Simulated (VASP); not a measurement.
# InAs (F-43m) in VASP: a series of runs

One crystal, InAs, is run at these levels: PBE, LDA, PBEsol; tasks: band structure.

Program: VASP 6.6.1. These are calculated values, not measurements. Logs are shortened: lines on timing, memory, paths and dates and some standing lists are left out, and cuts for length are marked.

## Step 1: Starting point

The structure is cubic, space group F-43m (No. 216). Conventional cell: a = 6.058 Å, b = 6.058 Å, c = 6.058 Å, α = 90.00°, β = 90.00°, γ = 90.00°. Around In (site symmetry -43m) lie 4 As at 2.62 Å. Around As (site symmetry -43m) lie 4 In at 2.62 Å.

## Step 2: Band structure, PBE, non-collinear spin, zero start, spin-orbit coupling

Input file INCAR:

```
PREC = Accurate
ENCUT = 520
EDIFF = 1E-6
ISMEAR = -1
SIGMA = 0.02
LREAL = False
LASPH = True
NELM = 80
ALGO = Normal
ISIF = 2
LWAVE = False
LCHARG = False
LNONCOLLINEAR = True
MAGMOM = 0 0 0 0 0 0
LORBIT = 11
LSORBIT = True
GGA_COMPAT = False
GGA = PE
NBANDS = 30
```

Input file KPOINTS:

```
regular mesh
0
Gamma
  8 8 8
```

Input file POSCAR:

```
InAs
1.0
    0.0000000000      3.0290000000      3.0290000000
    3.0290000000      0.0000000000      3.0290000000
    3.0290000000      3.0290000000      0.0000000000
In As
1 1
Direct
    0.0000000000      0.0000000000      0.0000000000
    0.2500000000      0.2500000000      0.2500000000
```

Input file KPOINTS_OPT:

```
path GXWKGLUWLK,UX
10
line-mode
reciprocal
 0.0000000000  0.0000000000  0.0000000000  G
 0.5000000000  0.0000000000  0.5000000000  X

 0.5000000000  0.0000000000  0.5000000000  X
 0.5000000000  0.2500000000  0.7500000000  W

 0.5000000000  0.2500000000  0.7500000000  W
 0.3750000000  0.3750000000  0.7500000000  K

 0.3750000000  0.3750000000  0.7500000000  K
 0.0000000000  0.0000000000  0.0000000000  G

 0.0000000000  0.0000000000  0.0000000000  G
 0.5000000000  0.5000000000  0.5000000000  L

 0.5000000000  0.5000000000  0.5000000000  L
 0.6250000000  0.2500000000  0.6250000000  U

 0.6250000000  0.2500000000  0.6250000000  U
 0.5000000000  0.2500000000  0.7500000000  W

 0.5000000000  0.2500000000  0.7500000000  W
 0.5000000000  0.5000000000  0.5000000000  L

 0.5000000000  0.5000000000  0.5000000000  L
 0.3750000000  0.3750000000  0.7500000000  K

 0.6250000000  0.2500000000  0.6250000000  U
 0.5000000000  0.0000000000  0.5000000000  X
```

Potentials or basis: VASP PAW PBE potentials, release 64 (In_d, As).

Started as:

```bash
cat potpaw_PBE.64/In_d/POTCAR potpaw_PBE.64/As/POTCAR > POTCAR
mpirun -np 1 vasp_ncl > vasp.out
```

OUTCAR:

```text
PREC = Accurate
   ENCUT = 520
   EDIFF = 1E-6
   ISMEAR = -1
   LREAL = False
   LASPH = True
   NELM = 80
   ISIF = 2
   LNONCOLLINEAR = True
   LORBIT = 11
   LSORBIT = True
   GGA = PE

 ion  position               nearest neighbor table
   1  0.000  0.000  0.000-   2 2.62   2 2.62   2 2.62   2 2.62
   2  0.250  0.250  0.250-   1 2.62   1 2.62   1 2.62   1 2.62

  LATTYP: Found a face centered cubic cell.
 ALAT       =     6.0580000000

  Lattice vectors:

 A1 = (   0.0000000000,   3.0290000000,   3.0290000000)
 A2 = (   3.0290000000,   0.0000000000,   3.0290000000)
 A3 = (   3.0290000000,   3.0290000000,   0.0000000000)

Analysis of symmetry for initial positions (statically):
=====================================================================
 Subroutine PRICEL returns:
 Original cell was already a primitive cell.

 Routine SETGRP: Setting up the symmetry group for a
 face centered cubic supercell.

 Subroutine GETGRP returns: Found 24 space group operations
 (whereof 24 operations were pure point group operations)
 out of a pool of 48 trial point group operations.

The static configuration has the point symmetry T_d .

Analysis of symmetry for dynamics (positions and initial velocities):
=====================================================================
 Subroutine PRICEL returns:
 Original cell was already a primitive cell.

 Routine SETGRP: Setting up the symmetry group for a
 face centered cubic supercell.

 Subroutine GETGRP returns: Found 24 space group operations
 (whereof 24 operations were pure point group operations)
 out of a pool of 48 trial point group operations.

The dynamic configuration has the point symmetry T_d .

Analysis of structural, dynamic, and magnetic symmetry:
=====================================================================
 Subroutine PRICEL returns:
 Original cell was already a primitive cell.

 Routine SETGRP: Setting up the symmetry group for a
 face centered cubic supercell.

 Subroutine GETGRP returns: Found 24 space group operations
 (whereof 24 operations were pure point group operations)
 out of a pool of 48 trial point group operations.

The overall configuration has the point symmetry T_d .

 Subroutine INISYM returns: Found 24 space group operations
 (whereof 24 operations are pure point group operations),
 and found     1 'primitive' translations

----------------------------------------------------------------------------------------

                                     Primitive cell

  volume of cell :      55.5812

  direct lattice vectors                    reciprocal lattice vectors
     0.000000000  3.029000000  3.029000000    -0.165070981  0.165070981  0.165070981
     3.029000000  0.000000000  3.029000000     0.165070981 -0.165070981  0.165070981
     3.029000000  3.029000000  0.000000000     0.165070981  0.165070981 -0.165070981

  length of vectors
     4.283652880  4.283652880  4.283652880     0.285911325  0.285911325  0.285911325

  position of ions in fractional coordinates (direct lattice)
     0.000000000  0.000000000  0.000000000
     0.250000000  0.250000000  0.250000000

  ion indices of the primitive-cell ions
   primitive index   ion index
                 1           1
                 2           2

----------------------------------------------------------------------------------------

 KPOINTS: regular mesh

Automatic generation of k-mesh.
 Grid dimensions read from file:
 generate k-points for:    8    8    8

 Generating k-lattice:

  Cartesian coordinates                     Fractional coordinates (reciprocal lattice)
    -0.020633873  0.020633873  0.020633873     0.125000000  0.000000000  0.000000000
[... 76 lines left out ...]
   IALGO  =     38    algorithm
   IMIX   =      4    mixing-type and parameters
     AMIX     =   0.40;   BMIX     =  1.00
     AMIX_MAG =   1.60;   BMIX_MAG =  1.00
  volume/ion in A,a.u.               =      27.79       187.54
  Fermi-wavevector in a.u.,A,eV,Ry     =   1.124233  2.124493 17.196406  1.263900
  Thomas-Fermi vector in A             =   2.260904
   LORBIT       =     11    0 simple, 1 ext, 2 COOP (PROOUT), +10 PAW based schemes
   GGA     = PE    functional components
   LHFCALC =     F    Hartree Fock is set to
   AEXX    =    0.0000 exact exchange contribution
   IVDW    =     0    specifies the selected vdW correction
   LEPSILON=     F    determine dielectric tensor
   LRPA    =     F    only Hartree local field effects (RPA)
  energy-cutoff  :      520.00
  volume of cell :       55.58
 maximum number of plane-waves:      3048
   NGX = 15   NGY = 15   NGZ = 15

 number of electron      17.9999990 magnetization       0.0000000     -0.0000000     -0.0000000

 number of electron      17.9999990 magnetization      -0.0000000     -0.0000000     -0.0000000

 number of electron      17.9999990 magnetization       0.0000000      0.0000000      0.0000000

 Free energy of the ion-electron system (eV)
  ---------------------------------------------------
  ext. energy  EPLUGINS =         0.00000000
  ---------------------------------------------------
  free energy    TOTEN  =        -7.72589814 eV

  energy without entropy =       -7.72578930  energy(sigma->0) =       -7.72584372

 E-fermi :   4.5639     XC(G=0):  -9.0685

 val. band max:        4.5638574505   @ k =   0.0000   0.0000   0.0000
 cond. band min:       5.3955474353   @ k =   0.5000   0.0000   0.0000
 fundamental gap:      0.8316899848
 Fermi energy:         4.5638836498

 k-point     1 :       0.0000    0.0000    0.0000
  band No.  band energies     occupation
      1     -10.3866      1.00000
      2     -10.3866      1.00000
      3     -10.3866      1.00000
      4     -10.3866      1.00000
      5      -9.5946      1.00000
      6      -9.5946      1.00000
[... 781 lines left out ...]
     29      15.4279      0.00000
     30      15.4476      0.00000

 [... further k-points ...]

------------------------ aborting loop because EDIFF is reached ----------------------------------------

  FORCE on cell =-STRESS in cart. coord.  units (eV):
  Direction    XX          YY          ZZ          XY          YZ          ZX
  --------------------------------------------------------------------------------------
  -------------------------------------------------------------------------------------
  Total        1.2485583      1.2485583      1.2485583      0.0000000      0.0000000      0.0000000
  in kB       35.9908088     35.9908088     35.9908088      0.0000000      0.0000000      0.0000000
  external PRESSURE =      35.9908088 kB  Pullay stress =       0.0000000 kB

 VOLUME and BASIS-vectors are now :
 -----------------------------------------------------------------------------
  energy-cutoff  :      520.00
  volume of cell :       55.58
      direct lattice vectors                 reciprocal lattice vectors
     0.000000000  3.029000000  3.029000000    -0.165070981  0.165070981  0.165070981
     3.029000000  0.000000000  3.029000000     0.165070981 -0.165070981  0.165070981
     3.029000000  3.029000000  0.000000000     0.165070981  0.165070981 -0.165070981

 POSITION                                       TOTAL-FORCE (eV/Angst)
 -----------------------------------------------------------------------------------
      0.00000      0.00000      0.00000        -0.000000      0.000000      0.000000
      1.51450      1.51450      1.51450         0.000000     -0.000000     -0.000000
 -----------------------------------------------------------------------------------
    total drift:                               -0.000000     -0.000000     -0.000000

  FREE ENERGIE OF THE ION-ELECTRON SYSTEM (eV)
  ---------------------------------------------------
  free  energy   TOTEN  =        -7.7258981389 eV

  energy  without entropy=       -7.7257893019  energy(sigma->0) =       -7.72584372

 Spin-Orbit-Coupling matrix elements

 Ion:    1  E_soc:     -0.0727824
 l=   1
     0.0000000    -0.0056997    -0.0056997
    -0.0056997     0.0000000    -0.0056997
    -0.0056997    -0.0056997     0.0000000
 l=   2
     0.0000000    -0.0012971     0.0000000    -0.0012971    -0.0051336
    -0.0012971     0.0000000    -0.0038502    -0.0012971    -0.0012834
     0.0000000    -0.0038502     0.0000000    -0.0038502     0.0000000
    -0.0012971    -0.0012971    -0.0038502     0.0000000    -0.0012834
    -0.0051336    -0.0012834     0.0000000    -0.0012834     0.0000000
 l=   3
     0.0000000     0.0000000     0.0000000     0.0000000     0.0000000     0.0000000     0.0000000
     0.0000000     0.0000000     0.0000000     0.0000000     0.0000000     0.0000000     0.0000000
     0.0000000     0.0000000     0.0000000     0.0000000     0.0000000     0.0000000     0.0000000
     0.0000000     0.0000000     0.0000000     0.0000000     0.0000000     0.0000000     0.0000000
     0.0000000     0.0000000     0.0000000     0.0000000     0.0000000     0.0000000     0.0000000
     0.0000000     0.0000000     0.0000000     0.0000000     0.0000000     0.0000000     0.0000000
     0.0000000     0.0000000     0.0000000     0.0000000     0.0000000     0.0000000     0.0000000

 Ion:    2  E_soc:     -0.0263819
 l=   1
     0.0000000    -0.0043950    -0.0043950
    -0.0043950     0.0000000    -0.0043950
    -0.0043950    -0.0043950     0.0000000
 l=   2
     0.0000000    -0.0000008     0.0000000    -0.0000008    -0.0000011
    -0.0000008     0.0000000    -0.0000008    -0.0000008    -0.0000003
     0.0000000    -0.0000008     0.0000000    -0.0000008     0.0000000
    -0.0000008    -0.0000008    -0.0000008     0.0000000    -0.0000003
    -0.0000011    -0.0000003     0.0000000    -0.0000003     0.0000000
 l=   3
     0.0000000     0.0000000     0.0000000     0.0000000     0.0000000     0.0000000     0.0000000
     0.0000000     0.0000000     0.0000000     0.0000000     0.0000000     0.0000000     0.0000000
     0.0000000     0.0000000     0.0000000     0.0000000     0.0000000     0.0000000     0.0000000
     0.0000000     0.0000000     0.0000000     0.0000000     0.0000000     0.0000000     0.0000000
     0.0000000     0.0000000     0.0000000     0.0000000     0.0000000     0.0000000     0.0000000
     0.0000000     0.0000000     0.0000000     0.0000000     0.0000000     0.0000000     0.0000000
     0.0000000     0.0000000     0.0000000     0.0000000     0.0000000     0.0000000     0.0000000

 total charge

# of ion       s       p       d       tot
------------------------------------------
    1        0.848   0.730   9.888  11.467
    2        1.220   1.570   0.022   2.811
--------------------------------------------------
tot          2.068   2.300   9.910  14.278

 magnetization (x)

# of ion       s       p       d       tot
------------------------------------------
    1        0.000   0.000   0.000   0.000
    2        0.000  -0.000  -0.000  -0.000
--------------------------------------------------
tot          0.000  -0.000  -0.000  -0.000

 magnetization (y)

# of ion       s       p       d       tot
------------------------------------------
    1       -0.000   0.000   0.000  -0.000
    2        0.000   0.000   0.000   0.000
--------------------------------------------------
tot         -0.000   0.000   0.000  -0.000

 magnetization (z)

# of ion       s       p       d       tot
------------------------------------------
    1        0.000  -0.000  -0.000  -0.000
    2        0.000  -0.000  -0.000  -0.000
--------------------------------------------------
tot          0.000  -0.000  -0.000  -0.000
```

Run time: 2.1 min. Hardware: 1 thread of Intel Xeon 6975P-C (Granite Rapids), shared host; peak memory 0.4 GiB.

What came out:

| Quantity | Value |
| --- | --- |
| Free energy | -7.7259 eV |
| Pressure | 3.6 GPa |
| Net moment | 0.00 μB per cell |
| Valence electrons inside the program's atomic spheres | In 11.47; As 2.81 |

Moments on the atoms (μB; x, y, z):
```
In  0.00 0.00 0.00
As  0.00 0.00 0.00
```

## Step 3: Band structure, LDA, non-collinear spin, zero start, spin-orbit coupling

INCAR, as its differences from that of step 2:

```diff
@@ -17,3 +17,3 @@
 GGA_COMPAT = False
-GGA = PE
+GGA = CA
 NBANDS = 30
```

KPOINTS is that of step 2.

POSCAR is that of step 2.

KPOINTS_OPT is that of step 2.

Potentials or basis: VASP PAW LDA potentials, release 64 (In_d, As).

Started as:

```bash
cat potpaw_LDA.64/In_d/POTCAR potpaw_LDA.64/As/POTCAR > POTCAR
mpirun -np 1 vasp_ncl > vasp.out
```

It took 1.9 min on 1 thread of Intel Xeon 6975P-C (Granite Rapids), shared host; peak memory 0.35 GiB.

The run converged. Its results:

| Item | Value |
| --- | --- |
| Free energy | -9.0763 eV |
| Pressure | -0.8 GPa |
| Net moment | 0.00 μB per cell |
| Valence electrons inside the program's atomic spheres | In 11.49; As 2.81 |

Moments on the atoms (μB; x, y, z):
```
In  0.00 0.00 0.00
As  0.00 0.00 0.00
```

## Step 4: Band structure, PBEsol, non-collinear spin, zero start, spin-orbit coupling

INCAR, as its differences from that of step 3:

```diff
@@ -17,3 +17,3 @@
 GGA_COMPAT = False
-GGA = CA
+GGA = PS
 NBANDS = 30
```

KPOINTS is that of step 3.

POSCAR is that of step 3.

KPOINTS_OPT is that of step 3.

Potentials or basis: VASP PAW PBE potentials, release 64 (In_d, As).

Started as:

```bash
cat potpaw_PBE.64/In_d/POTCAR potpaw_PBE.64/As/POTCAR > POTCAR
mpirun -np 1 vasp_ncl > vasp.out
```

OUTCAR:

```text
PREC = Accurate
   ENCUT = 520
   EDIFF = 1E-6
   ISMEAR = -1
   LREAL = False
   LASPH = True
   NELM = 80
   ISIF = 2
   LNONCOLLINEAR = True
   LORBIT = 11
   LSORBIT = True
   GGA = PS

 ion  position               nearest neighbor table
   1  0.000  0.000  0.000-   2 2.62   2 2.62   2 2.62   2 2.62
   2  0.250  0.250  0.250-   1 2.62   1 2.62   1 2.62   1 2.62

  LATTYP: Found a face centered cubic cell.
 ALAT       =     6.0580000000

  Lattice vectors:

 A1 = (   0.0000000000,   3.0290000000,   3.0290000000)
 A2 = (   3.0290000000,   0.0000000000,   3.0290000000)
 A3 = (   3.0290000000,   3.0290000000,   0.0000000000)

[... 1056 lines left out ...]
    -0.0000012    -0.0000003     0.0000000    -0.0000003     0.0000000
 l=   3
     0.0000000     0.0000000     0.0000000     0.0000000     0.0000000     0.0000000     0.0000000
     0.0000000     0.0000000     0.0000000     0.0000000     0.0000000     0.0000000     0.0000000
     0.0000000     0.0000000     0.0000000     0.0000000     0.0000000     0.0000000     0.0000000
     0.0000000     0.0000000     0.0000000     0.0000000     0.0000000     0.0000000     0.0000000
     0.0000000     0.0000000     0.0000000     0.0000000     0.0000000     0.0000000     0.0000000
     0.0000000     0.0000000     0.0000000     0.0000000     0.0000000     0.0000000     0.0000000
     0.0000000     0.0000000     0.0000000     0.0000000     0.0000000     0.0000000     0.0000000

 total charge

# of ion       s       p       d       tot
------------------------------------------
    1        0.849   0.734   9.888  11.471
    2        1.224   1.558   0.022   2.803
--------------------------------------------------
tot          2.072   2.292   9.911  14.274

 magnetization (x)

# of ion       s       p       d       tot
------------------------------------------
    1       -0.000  -0.000  -0.000  -0.000
    2        0.000  -0.000   0.000   0.000
--------------------------------------------------
tot          0.000  -0.000  -0.000  -0.000

 magnetization (y)

# of ion       s       p       d       tot
------------------------------------------
    1       -0.000   0.000   0.000  -0.000
    2        0.000   0.000   0.000   0.000
--------------------------------------------------
tot         -0.000   0.000   0.000  -0.000

 magnetization (z)

# of ion       s       p       d       tot
------------------------------------------
    1       -0.000   0.000  -0.000   0.000
    2        0.000  -0.000  -0.000  -0.000
--------------------------------------------------
tot          0.000  -0.000  -0.000  -0.000
```

stdout:

```text
POSCAR found type information on POSCAR InAs
 POSCAR found :  2 types and       2 ions
 scaLAPACK will be used
 -----------------------------------------------------------------------------
|                                                                             |
|                                                                             |
|     You enforced a specific xc type in the INCAR file but a different       |
|     I HOPE YOU KNOW WHAT YOU ARE DOING!                                     |
|                                                                             |
 -----------------------------------------------------------------------------

 LDA part: xc-table for (Slater+PW92), standard interpolation
 POSCAR, INCAR and KPOINTS ok, starting setup
 FFT: planning ... GRIDC
 FFT: planning ... GRID_SOFT
 FFT: planning ... GRID
 WAVECAR not read
 entering main loop
 Start KPOINTS_OPT (optional k-point list driver)
k-point batch [1-43\100]
k-point batch [44-86\100]
k-point batch [87-100\100]
```

It took 2 min on 1 thread of Intel Xeon 6975P-C (Granite Rapids), shared host; peak memory 0.38 GiB.

What came out:

- Free energy: -8.5338 eV
- Pressure: 0.9 GPa
- Net moment: 0.00 μB per cell
- Valence electrons inside the program's atomic spheres: In 11.47; As 2.80

Moments on the atoms (μB; x, y, z):
```
In  0.00 0.00 0.00
As  0.00 0.00 0.00
```

Caveat: the PAW data sets were made with another functional, which shifts forces and pressure a little.

## Step 5: Summary

| level | potentials or basis | pressure (GPa) | moment (μB) |
| --- | --- | --- | --- |
| PBE | VASP PAW PBE potentials, release 64 (In_d, As) | 3.6 | 0.00 |
| LDA | VASP PAW LDA potentials, release 64 (In_d, As) | -0.8 | 0.00 |
| PBEsol | VASP PAW PBE potentials, release 64 (In_d, As) | 0.9 | 0.00 |

Alike in all rows: task band structure; spin non-collinear, zero start, SOC; cell as given; k mesh 8 × 8 × 8; cutoff (eV) 520; smearing fermi-dirac 0.02 eV.

Caveats: the PAW data sets were made with another functional, which shifts forces and pressure a little (some runs).

Absolute energies hang on the potentials; compare differences alone.
